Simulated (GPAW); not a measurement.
Crystal: GaN.

```xyz
4
Lattice="3.1800 0.0000 0.0000 -1.5900 2.7540 0.0000 0.0000 0.0000 5.1660" Properties=species:S:1:pos:R:3 pbc="T T T"
Ga    1.5900    0.9180    2.5830
Ga    0.0000    1.8360    0.0000
N     1.5900    0.9180    4.5203
N     0.0000    1.8360    1.9373
```

| Quantity | Value |
| --- | --- |
| Program | GPAW 26.7.0 |
| Task | relaxation of cell and atoms |
| Functional | revPBE |
| Potentials or basis | the program's PAW data sets (release 1.2.1) made for this functional |
| Cutoff | 800 eV |
| Basis | pw |
| k mesh | 7 × 7 × 4 |
| Occupations | fermi-dirac, width 0.05 eV |
| Spin | no spin polarisation |

At the start: pressure 18.4 GPa; volume 11.31 Å³/atom.

Q: Where does the relaxation end?

A: Over 6 steps the energy falls by 57.7 meV/atom and the volume is 12.33 Å³/atom (+9.0 %); space group P6_3mc (No. 186, to 0.05 Å).

Step by step:
| step | energy change (eV) | largest force (eV/Å) | pressure (GPa) | volume (Å³) |
| --- | --- | --- | --- | --- |
| 1 | 0.0000 | 0.1854 | 18.44 | 45.24 |
| 2 | -0.0700 | 0.0846 | 14.93 | 45.88 |
| 3 | -0.2258 | 0.1092 | 1.78 | 48.80 |
| 4 | -0.2301 | 0.0784 | 0.26 | 49.21 |
| 5 | -0.2308 | 0.0403 | -0.07 | 49.30 |
| 6 | -0.2309 | 0.0070 | -0.08 | 49.31 |

Final structure:
```yaml
crystal:
  lattice:
    - [3.27142, 0.00000, 0.00000]
    - [-1.63571, 2.83314, 0.00000]
    - [0.00000, 0.00000, 5.31979]
  atoms:
    - { symbol: Ga, position: [0.66667, 0.33333, 0.49890] }
    - { symbol: Ga, position: [0.33333, 0.66667, 0.99890] }
    - { symbol: N, position: [0.66667, 0.33333, 0.87609] }
    - { symbol: N, position: [0.33333, 0.66667, 0.37607] }
```

Caveat: the data sets keep Ga 3d, Li 1s and Be 1s frozen, and some such compounds lay over 1.5 % in volume off other programs; later steps reuse the first step's grids.
